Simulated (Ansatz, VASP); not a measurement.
**Two plane-wave programs on KCl2**

```
K Cl
1.0
     4.22509    0.00000    0.00000
     0.00000    4.22509    0.00000
     0.00000    0.00000    5.41294
K Cl
1 2
Direct
  0.50000 0.50000 0.00000
  0.00000 0.00000 0.25197
  0.00000 0.00000 0.74803
```

Alike in both runs: functional PBE; k mesh 4 × 4 × 4; occupations gaussian, width 0.1 eV; no spin polarisation.

Ansatz relaxed the structure, and its values are those at the end. VASP's run is a single point on that final structure, the one shown.

|  | VASP | Ansatz |
| --- | --- | --- |
| version | VASP 6.6.1 | Ansatz 0.2.0 |
| potentials or method | VASP PAW PBE potentials, release 64 (K_sv, Cl) | scalar-relativistic, plane waves, PAW |
| plane-wave cutoff (eV) | 520 | 420 |
| valence electrons in the cell | 23 | 23 |

```csv
,VASP,Ansatz,Ansatz less VASP
gap on the k mesh at the Fermi level (eV),none,none,-
pressure (GPa),0.0,0.0,+0.01
```

A gap of «none» marks a metal or a gap that the smearing closes.

Caveats: the k mesh is coarse (spacing up to 0.37 Å⁻¹), so the values aren't converged; an odd number of electrons without spin polarisation forces a metal; a magnetic or distorted state may lie lower.
